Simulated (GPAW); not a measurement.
**Bi2Te2Se and the effect of the functional**

```xyz
5
Lattice="2.1610 1.2476 10.5856 -2.1610 1.2476 10.5856 0.0000 -2.4953 10.5856" Properties=species:S:1:pos:R:3 pbc="T T T"
Bi    0.0000    0.0000   12.4398
Bi    0.0000    0.0000   19.3169
Te    0.0000    0.0000   24.7831
Te    0.0000    0.0000    6.9736
Se    0.0000    0.0000    0.0000
```

The cell is a database's computed one, not the measured one.

Kept alike: task band structure; k mesh 5 × 5 × 5; occupations fermi-dirac, width 0.05 eV; no spin polarisation. Program: GPAW, potentials by row: the program's PAW data sets (release 1.2.1) made for this functional (LDA); PAW data sets generated for this functional (PBEsol); GPAW PAW data sets (gpaw-data 1.2.1) (r2SCAN on files made for PBE), cutoff 600 eV. The mesh is that of the run's cell of 5 atoms. No spin-orbit coupling.

```csv
functional,band gap (eV),pressure (GPa)
LDA,0.345,-2.86
PBEsol,0.380,-1.66
r2SCAN,0.706,-0.07
```

Pressure is positive in compression; the values hold the error of the finite cutoff, so their zero can differ a little from the energy's minimum. Spin-orbit coupling, left out here, moves the band edges of heavy atoms and can close or invert small gaps. Gaps are the smaller of the mesh's and the band path's.

The band gap runs from 0.345 (LDA) to 0.706 eV (r2SCAN). The pressure runs from -2.86 (LDA) to -0.07 GPa (r2SCAN).
